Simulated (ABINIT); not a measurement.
# InAs (F-43m) in ABINIT: further runs, part 2 of 2

ABINIT 10.8.3 (patched build). Earlier steps stand in the parts before.

## (4) Band structure, OLYP

Input file run.abi:

```
# Datasets: ground state, then fixed potential
ndtset 2

# Pseudopotentials
pp_dirpath "./"
pseudos "In.GGA_PBE-JTH.xml, As.GGA_PBE-JTH.xml"

# Structure
acell 4.2680965312 4.2680965312 4.2680965312 Angstrom
rprim
     0.0000000000     0.7071067812     0.7071067812
     0.7071067812     0.0000000000     0.7071067812
     0.7071067812     0.7071067812     0.0000000000
ntypat 2
znucl 49 33
natom 2
typat 1 2
xcart
     0.0000000000     0.0000000000     0.0000000000
     4.5270000000     4.5270000000     4.5270000000 Angstrom

# Plane-wave basis
ecut 17.0
pawecutdg 34.0

# Exchange and correlation
ixc -110131

# Bands and occupations
occopt 3
tsmear 0.05 eV

# SCF cycle
nstep 100

# Output
iomode 3
prtwf 0
prteig 0
prtebands 0
enunit 1
prtden1 1
prtvha1 1
prtvclmb1 1
prtpot1 1

# Dataset 1
kptopt1 1
ngkpt1 8 8 8
nshiftk1 1
shiftk1 0.0 0.0 0.0
nband1 18
tolvrs1 1.0e-9

# Dataset 2: bands along G-X-W-K-G-L-U-W-L-K
iscf2 -2
getden2 1
nband2 22
nbdbuf2 2
tolwfr2 1.0e-12
kptopt2 -9
ndivsm2 6
prteig2 1
prtvol2 -3
kptbounds2
     0.0000000000     0.0000000000     0.0000000000
     0.5000000000     0.0000000000     0.5000000000
     0.5000000000     0.2500000000     0.7500000000
     0.3750000000     0.3750000000     0.7500000000
     0.0000000000     0.0000000000     0.0000000000
     0.5000000000     0.5000000000     0.5000000000
     0.6250000000     0.2500000000     0.6250000000
     0.5000000000     0.2500000000     0.7500000000
     0.5000000000     0.5000000000     0.5000000000
     0.3750000000     0.3750000000     0.7500000000
```

Potentials or basis: JTH PAW PBE v2.0.

The run is started by

```sh
abinit run.abi > log 2>&1
```

run.abo:

```text
.Version 10.8.3 of ABINIT
 DATASET    1 : space group F-4 3 m (#216); Bravais cF (face-center cubic)
================================================================================
 Values of the parameters that define the memory need for DATASET  1.
     intxc =       0    ionmov =       0      iscf =      17    lmnmax =      18
     lnmax =       6     mgfft =      30  mpssoang =       3    mqgrid =    3001
     natom =       2  nloc_mem =       2    nspden =       1   nspinor =       1
    nsppol =       1      nsym =      24    n1xccc =       1    ntypat =       2
    occopt =       3   xclevel =       2
       mpw =        1254          nfft =       27000          nkpt =          29
 PAW method is used; the additional fine FFT grid is defined by:
   mgfftf=        45    nfftf =     91125
================================================================================
================================================================================

 DATASET    2 : space group F-4 3 m (#216); Bravais cF (face-center cubic)
================================================================================
 Values of the parameters that define the memory need for DATASET  2.
     intxc =       0    ionmov =       0      iscf =      -2    lmnmax =      18
     lnmax =       6     mgfft =      30  mpssoang =       3    mqgrid =    3001
     natom =       2  nloc_mem =       2    nspden =       1   nspinor =       1
    nsppol =       1      nsym =      24    n1xccc =       1    ntypat =       2
    occopt =       3   xclevel =       2
       mpw =        1266          nfft =       27000          nkpt =         103
 PAW method is used; the additional fine FFT grid is defined by:
   mgfftf=        45    nfftf =     91125
================================================================================
================================================================================

--------------------------------------------------------------------------------
------------- Echo of variables that govern the present computation ------------
--------------------------------------------------------------------------------
 -outvars: echo values of preprocessed input variables --------
            acell      8.0655335229E+00  8.0655335229E+00  8.0655335229E+00 Bohr
              amu      1.14820000E+02  7.49215900E+01
             ecut      1.70000000E+01 Hartree
           enunit           1
           getden1          0
           getden2          1
             iscf1         17
             iscf2         -2
              ixc     -110131
           jdtset        1    2
           kptopt1          1
           kptopt2         -9
         kptrlatt        8    0    0      0    8    0      0    0    8
          kptrlen1     6.45242682E+01
          kptrlen2     3.00000000E+01
            natom           2
            nband1         18
            nband2         22
           nbdbuf1          0
           nbdbuf2          2
           ndtset           2
           ndivsm1          0
           ndivsm2          6
            ngfft          30      30      30
          ngfftdg          45      45      45
             nkpt1         29
             nkpt2        103
            nstep         100
             nsym          24
           ntypat           2
           occopt           3
        pawecutdg      3.40000000E+01 Hartree
         pawxcdev           0
        prtebands           0
           prteig1          0
[... 1082 lines left out ...]
  3.53E-13  8.71E-13  5.81E-13  5.02E-13  3.67E-13  6.35E-13  9.36E-13  3.85E-13
  2.17E-13  3.12E-13  7.80E-13  4.12E-13  9.76E-13  6.19E-13  4.25E-13  9.27E-13
  4.47E-13  3.54E-13  2.45E-13  7.59E-13  1.67E-07  4.87E-05
 -1.1540E+00 -1.1540E+00 -1.1540E+00 -1.1538E+00 -1.1538E+00 -3.8827E-01
 -3.8109E-01 -3.8071E-01 -3.7954E-01 -3.7847E-01 -2.0252E-01 -4.7603E-02
  4.3644E-02  8.9039E-02  2.4879E-01  3.2452E-01  4.3715E-01  4.3954E-01
  4.6090E-01  5.3432E-01  6.4653E-01  6.8865E-01

--- !ResultsGS
iteration_state: {dtset: 2, }
comment   : Summary of ground state results
lattice_vectors:
- [  0.0000000,   5.7031934,   5.7031934, ]
- [  5.7031934,   0.0000000,   5.7031934, ]
- [  5.7031934,   5.7031934,   0.0000000, ]
lattice_lengths: [   8.06553,    8.06553,    8.06553, ]
lattice_angles: [ 60.000,  60.000,  60.000, ] # degrees, (23, 13, 12)
lattice_volume:   3.7100888E+02
convergence: {deltae:  0.000E+00, res2:  0.000E+00, residm:  9.999E-13, diffor:  0.000E+00, }
etotal    :  -1.72471447E+02
entropy   :   0.00000000E+00
fermie    :   1.62634713E-01
cartesian_stress_tensor: null
pressure_GPa: null
xred      :
- [  0.0000E+00,   0.0000E+00,   0.0000E+00, In]
- [  7.5000E-01,   7.5000E-01,   7.5000E-01, As]
cartesian_forces: null
force_length_stats: {min: null, max: null, mean: null, }
...

 Integrated electronic density in atomic spheres:
 ------------------------------------------------
 Atom  Sphere_radius  Integrated_density
    1        2.50645         11.23870181
    2        2.10392         12.72333904

================================================================================

 ----iterations are completed or convergence reached----

 Mean square residual over all n,k,spin=   56.964E-14; max=  99.992E-14
 reduced coordinates (array xred) for    2 atoms
       0.000000000000      0.000000000000      0.000000000000
       0.750000000000      0.750000000000      0.750000000000

 cartesian coordinates (angstrom) at end:
    1      0.00000000000000     0.00000000000000     0.00000000000000
    2      4.52700000004158     4.52700000004158     4.52700000004157
 length scales=  8.065533522905  8.065533522905  8.065533522905 bohr
              =  4.268096531200  4.268096531200  4.268096531200 angstroms
 Eigenvalues (   eV  ) for nkpt= 103  k points:
 kpt#   1, nband= 22, wtk=  1.00000, kpt=  0.0000  0.0000  0.0000 (reduced coord)
 -31.40189  -31.40189  -31.40189  -31.39585  -31.39585  -10.42582  -10.42582  -10.42582
 -10.31054  -10.31054   -7.46178    4.32821    4.32821    4.32821    4.43697    8.37315
   8.37315    8.37315   12.59379   14.10087   14.10087   15.28226
 kpt#   2, nband= 22, wtk=  1.00000, kpt=  0.0294  0.0000  0.0294 (reduced coord)
 -31.40190  -31.40189  -31.40189  -31.39586  -31.39585  -10.42748  -10.42519  -10.42519
 -10.31075  -10.31036   -7.44998    3.93089    4.29390    4.29390    4.83371    8.33252
   8.42096    8.42096   12.66276   13.87612   14.11034   15.30918
 kpt#   3, nband= 22, wtk=  1.00000, kpt=  0.0588  0.0000  0.0588 (reduced coord)
 -31.40191  -31.40188  -31.40188  -31.39586  -31.39584  -10.43235  -10.42334  -10.42334
 -10.31141  -10.30984   -7.41473    3.48613    4.19618    4.19618    5.27535    8.21898
   8.55915    8.55915   12.85650   13.43086   14.13871   15.39026
 kpt#   4, nband= 22, wtk=  1.00000, kpt=  0.0882  0.0000  0.0882 (reduced coord)
 -31.40193  -31.40186  -31.40186  -31.39586  -31.39583  -10.44020  -10.42061  -10.42061
 -10.31281  -10.30901   -7.35651    3.04402    4.04812    4.04812    5.70731    8.05257
   8.77458    8.77458   12.89026   13.21810   14.18588   15.52425
 kpt#   5, nband= 22, wtk=  1.00000, kpt=  0.1176  0.0000  0.1176 (reduced coord)
[... 381 lines left out ...]
 -10.31895  -10.30176   -5.67367   -1.19690    1.35916    2.71392    6.95170    9.32989
  10.89954   11.15310   12.96693   14.34842   16.47740   17.70254
 kpt# 101, nband= 22, wtk=  1.00000, kpt=  0.4000  0.4000  0.7000 (reduced coord)
 -31.40200  -31.40164  -31.40152  -31.39583  -31.39560  -10.55668  -10.37651  -10.36607
 -10.32205  -10.30087   -5.60176   -1.22095    1.21684    2.60115    6.89807    9.32035
  11.27748   11.29345   12.72044   14.31633   17.11726   18.03108
 kpt# 102, nband= 22, wtk=  1.00000, kpt=  0.3875  0.3875  0.7250 (reduced coord)
 -31.40204  -31.40160  -31.40149  -31.39585  -31.39558  -10.56143  -10.37300  -10.36228
 -10.32507  -10.29999   -5.54428   -1.25965    1.16229    2.50285    6.83108    9.12223
  11.62086   11.65060   12.52800   14.37148   17.54517   18.48225
 kpt# 103, nband= 22, wtk=  1.00000, kpt=  0.3750  0.3750  0.7500 (reduced coord)
 -31.40208  -31.40157  -31.40148  -31.39587  -31.39556  -10.56527  -10.36999  -10.35960
 -10.32772  -10.29856   -5.51083   -1.29534    1.18762    2.42288    6.76979    8.83076
  11.89558   11.96053   12.54177   14.53967   17.59291   18.73924

== END DATASET(S) ==============================================================
================================================================================

 -outvars: echo values of variables after computation  --------
            acell      8.0655335229E+00  8.0655335229E+00  8.0655335229E+00 Bohr
           etotal1    -1.7247144683E+02
            fcart1    -1.1803234660E-29 -1.1803234660E-29  3.5409703980E-29
                       1.1803234660E-29  1.1803234660E-29 -3.5409703980E-29
            rprim      0.0000000000E+00  7.0710678120E-01  7.0710678120E-01
                       7.0710678120E-01  0.0000000000E+00  7.0710678120E-01
                       7.0710678120E-01  7.0710678120E-01  0.0000000000E+00
           strten1    -1.5151871985E-04 -1.5151871985E-04 -1.5151871985E-04
                       0.0000000000E+00  0.0000000000E+00  0.0000000000E+00
           xangst      0.0000000000E+00  0.0000000000E+00  0.0000000000E+00
                       4.5270000000E+00  4.5270000000E+00  4.5270000000E+00
             xred      0.0000000000E+00  0.0000000000E+00  0.0000000000E+00
                       7.5000000000E-01  7.5000000000E-01  7.5000000000E-01
 Calculation completed.
```

Run time: 72 s. Hardware: 1 thread of Arm Neoverse V2, shared host; peak memory 0.14 GiB.

Results:

| Item | Value |
| --- | --- |
| Free energy | -4693.1872 eV |
| Band gap on the k mesh | 0.11 eV, direct |
| Valence electrons inside the program's atomic spheres | In 11.24; As 12.72 |

Levels at the corners of the path, in eV from the valence-band top:
```tsv
point	band 10	band 11	band 12	band 13	band 14	band 15	band 16	band 17	band 18	band 19
Γ	-14.64	-11.79	0.00	0.00	0.00	0.11	4.04	4.04	4.04	8.27
X	-14.62	-9.82	-5.75	-2.27	-2.27	1.97	2.34	9.46	9.46	9.67
W	-14.63	-9.77	-5.62	-2.84	-2.75	4.30	4.66	5.26	6.49	10.14
K	-14.63	-9.84	-5.62	-3.14	-1.91	2.44	4.50	7.57	7.63	8.21
Γ	-14.64	-11.79	0.00	0.00	0.00	0.11	4.04	4.04	4.04	8.27
L	-14.63	-10.36	-5.64	-0.97	-0.97	1.23	4.86	4.86	7.48	9.61
U	-14.63	-9.84	-5.62	-3.14	-1.91	2.44	4.50	7.57	7.63	8.21
W	-14.63	-9.77	-5.62	-2.84	-2.75	4.30	4.66	5.26	6.49	10.14
L	-14.63	-10.36	-5.64	-0.97	-0.97	1.23	4.86	4.86	7.48	9.61
K	-14.63	-9.84	-5.62	-3.14	-1.91	2.44	4.50	7.57	7.63	8.21
```

Caveat: the cutoff is too short for stress, so the log's stress isn't used; the PAW data sets were made with another functional, which shifts forces and pressure a little; spin-orbit coupling is left out, which moves the levels of the heavy elements.

## (5) The runs side by side

| task | level | potentials or basis | cutoff (eV) | fine-grid cutoff | gap on the mesh (eV) |
| --- | --- | --- | --- | --- | --- |
| equation of state | rPW86PBE | JTH PAW PBE v2.0 sp | 408 | 816.342 eV | - |
| band structure | SCAN | JTH PAW PBE v2.0 sp | 490 | 979.61 eV | 0.14 |
| band structure | OLYP | JTH PAW PBE v2.0 | 463 | 925.187 eV | 0.11 |

Alike in all rows: no spin polarisation; cell as given; k mesh 8 × 8 × 8; smearing fermi-dirac 0.05 eV.

Caveats: the PAW data sets were made with another functional, which shifts forces and pressure a little; this set keeps more shells in the core, which shifts pressures and gaps (some runs); the atomic spheres overlap (some runs); spin-orbit coupling is left out, which moves the levels of the heavy elements (some runs); pressures at fixed basis lie under the slope of the energies (some runs); totals of a meta-GGA on PAW files have another zero than those of a GGA (some runs).

Total energies depend on the potentials used, so only differences within one code and one set of settings carry meaning.

## (6) Against experiment

Step 3. A measured gap of InAs is 0.418 eV (direct; 4.2 K; a printed reference work, data compilation); the calculated 0.14 eV misses it by -0.28 eV. Spin-orbit coupling on As, In is left out. The value is that of SCAN, without temperature or zero-point motion.

Step 4. Measured gap of InAs: 0.418 eV (direct; 4.2 K; a printed reference work, data compilation). This calculation gives 0.11 eV (-0.31 eV). Spin-orbit coupling on As, In is left out. The value is that of OLYP, without temperature or zero-point motion.
